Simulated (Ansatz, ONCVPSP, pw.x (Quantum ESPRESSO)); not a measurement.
**Ir: does the ONCV potential hold in the solid?**

```
Element                 : iridium
Generator               : ONCVPSP 4.0.1.1 (patched build)
Type                    : optimised norm-conserving Vanderbilt (ONCV)
Functional              : PBE
Relativity              : scalar-relativistic
Frozen core             : [Kr] 4d10 4f14
Valence charge          : 17
Reference configuration : 5s2 5p6 5d7 6s1 (charge +1)
Partial waves           : 5s+6s: rc 1.50 bohr, ncon 4, nbas 8, qcut 7.8 1/bohr, 2 projectors; 5p: rc 1.75 bohr, ncon 4, nbas 9, qcut 6.6 1/bohr, 2 projectors, debl 2.2 Ha; 5d: rc 1.50 bohr, ncon 3, nbas 6, qcut 6.8 1/bohr, local
Local potential         : the d channel
Core correction         : Teter function, fcfact 2, rcfact 1.2
```

In the p channel the program set the typed energies aside and used -2.317, 0.250 Ha.

Crystal test: bcc Ir in pw.x 7.5, no spin, 15³ k-points, Fermi–Dirac smearing 0.01 Ry, cutoffs 65/260 Ry. The reference is all-electron LAPW (Ansatz 0.2.0) with the same functional, mesh and smearing; V0 and B0 come from Birch–Murnaghan fits to the pressures at five volumes. Errors are pseudo minus all-electron; Δ is the rms difference of the E(V) curves that follow from these fits, minima aligned, over ±6 % about the mean V0. Mesh and smearing are coarse, so the numbers serve the comparison and aren't converged zero-temperature values; the lattice is a test structure that the element need not adopt.

```csv
V (Å³/atom),P all-electron (GPa),P pseudo (GPa)
14.401,15.87,13.09
14.780,6.56,4.06
15.159,-1.43,-3.70
15.538,-8.29,-10.34
15.917,-14.17,-16.00
```

All-electron: a0 = 3.113 Å (V0 = 15.09 Å³/atom), B0 = 303.1 GPa.

Pseudopotential: mean pressure error (GPa): -2.28; a0 (Å): 3.105; a0 error (%): -0.26; B0 error (%): +0.8; Δ (meV/atom): 7.7.

**Question.** At the middle volume, how do free energy and pressure move when the wave cutoff is lowered (ecutrho kept at four times it)?

**Answer.**

| cutoff (Ry) | shift of F (meV/atom) | shift of P (GPa) |
| --- | --- | --- |
| 29 | +4338.3 | -157.93 |
| 39 | +639.4 | -36.66 |
| 52 | +24.2 | -2.64 |

The run at the middle volume (120 k-points, 9 iterations) took about 20 s on one core of a shared host (Intel(R) Xeon(R) Platinum 8488C, 96 threads, 372 GiB, load 14).
